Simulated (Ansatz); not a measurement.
## HgTe: two-dimensional strain map

All numbers below come from DFT PBE, scalar-relativistic, plane waves, PAW (Ansatz 0.2.0). Settings: plane waves to 420 eV, k-mesh 14×14×14 (Γ-centred), Gaussian smearing 0.15 eV. Spin–orbit coupling is left out, which can shift energies with elements as heavy as these. No spin polarisation. Energies are free energies at this smearing, counted from the undisturbed cell; pressure is positive in compression.

Reference structure (as given, not relaxed at this level; it stands at 4.1 GPa):

```
Hg Te
1.0
     0.00000    3.22350    3.22350
     3.22350    0.00000    3.22350
     3.22350    3.22350    0.00000
Hg Te
1 1
Cartesian
  0.0000 0.0000 0.0000
  4.8353 4.8353 4.8353
```

The cell is strained by p along both x and y and by q along z, fractional coordinates fixed. Points are written (p, q).

p was sampled at -0.030, -0.015, 0.000, 0.015, 0.030 and q at -0.030, -0.015, 0.000, 0.015, 0.030.

Task: Where on the computed points is the energy highest, and how high?

Result: At (-0.030, -0.030): 125.3 meV/atom.

Task: Away from (0, 0), which computed point is lowest?

Result: (0.030, 0.030): -37.7 meV/atom.

The map, in meV/atom:

```
 p \ q  -0.030  -0.015  0.000  0.015  0.030
-0.030   125.3    97.2   72.9   52.1   34.8
-0.015    72.1    49.7   30.8   15.0    2.4
 0.000    31.5    14.2    0.0  -11.3  -19.8
 0.015     2.2   -10.6  -20.6  -28.0  -32.8
 0.030   -17.1   -25.8  -32.1  -36.0  -37.7
```